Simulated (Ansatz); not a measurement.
**Te under changes of volume**

One of the cells (31.146 Å³/atom); the others are scaled copies at fixed shape and fractional positions:

```
Te
1.0
     2.30590    1.33131    1.69095
    -2.30590    1.33131    1.69095
     0.00000   -2.66263    1.69095
Te
1
Direct
  0.50000 0.50000 0.50000
```

This isn't the form of Te at room conditions, which is trigonal, of chains.

```yaml
Program: Ansatz 0.2.0
Functional: PBEsol
Dispersion: D3(BJ)
Potentials_or_basis: all-electron LAPW, point nuclei
Cutoff: 195 eV (chosen from the basis error)
Basis_error_allowed: 0.0005 eV/atom
k_mesh: 9 × 9 × 9
Occupations: fermi-dirac, width 0.15 eV
Spin: collinear spin, random start
Starting_moments: "[1.0] μB"
Fixed_moment: 1 μB
```

```tsv
volume (Å³/atom)	energy over the lowest point (meV/atom)	pressure (GPa)
29.277	61.92	6.6
29.900	?	?
30.523	22.06	3.8
31.146	10.19	2.6
31.769	3.00	1.5
32.392	0.00	0.4
33.015	0.75	-0.5
```

Problem. What does the run at 29.900 Å³/atom give?

Solution. Energy over the lowest point 39.14 meV/atom; pressure 5.2 GPa.

Worked out: A Birch-Murnaghan fit of order 3 (a polynomial in V^(-2/3)) to the other rows has its minimum at 32.57 Å³/atom with B0 = V·E''(V) = 49 GPa and B' = 4.5 at fixed shape and positions, which overstates the stiffness. It gives 39.10 meV/atom at 29.900 Å³/atom, against the run's 39.14, and -dE/dV = 5.1 GPa, against 5.2.

Energies are extrapolated to zero smearing.

Caveats: the total moment is fixed, so each spin has its own Fermi level.
